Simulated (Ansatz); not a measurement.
Runs of Ansatz 0.2.0 on PbO2. It takes space group Fm-3m (No. 225, cubic). Conventional cell: a = 5.404 Å, b = 5.404 Å, c = 5.404 Å, α = 90.00°, β = 90.00°, γ = 90.00°. Around Pb (site symmetry m-3m) lie 8 O at 2.34 Å. O (site symmetry -43m) is surrounded by 4 Pb at 2.34 Å. The cell comes from a database or a generator and needn't be the stable form of this composition.

```csv
task,level,potentials or basis,cell,k mesh,cutoff (eV),smearing,kpoints mp grid shift,basis error allowed,other keys,mesh quality,gap on the mesh (eV),pressure (GPa)
relaxation of the atoms,r2SCAN+D4,all-electron PAW datasets made for the crystal,atoms relaxed from: atoms moved at random,7 × 7 × 7,-,fermi-dirac 0.05 eV,"[0.5, 0.5, 0.5]",-,"kpoints.mp_grid.shift = [0.5, 0.5, 0.5]",not flagged,-,-8.0
density of states,PBEsol+D3(BJ),"all-electron LAPW, scalar-relativistic",as given,9 × 9 × 9,339,tetrahedron,-,0.0005 eV/atom,-,not flagged,none,-8.5
single point,PBE,"all-electron LAPW, scalar-relativistic",as given,9 × 9 × 9,315,fermi-dirac 0.05 eV,-,0.001 eV/atom,-,not flagged,none,(a)
single point,PBE,"all-electron LAPW, scalar-relativistic",as given,5 × 5 × 5,277,fermi-dirac 0.03 eV,-,0.003 eV/atom,-,coarse,none,0.1
```

Alike in all rows: no spin polarisation.

**Question.** Fill in the values left out.

**Answer.** (a) 0.4.

Caveats: some runs use coarse meshes; the program warned that the printed levels may be off, so bands, gaps and densities of states are rough (some runs); pairwise dispersion overbinds metals, which lowers pressure and volume (some runs); with tetrahedron occupations forces and stress needn't match the slope of the energy (some runs).

A k mesh can miss the band edges, and the runs leave out spin-orbit coupling on Pb.

A gap of «none» marks a metal or a gap under the smearing width.

The runs don't all hold the same shells in valence.
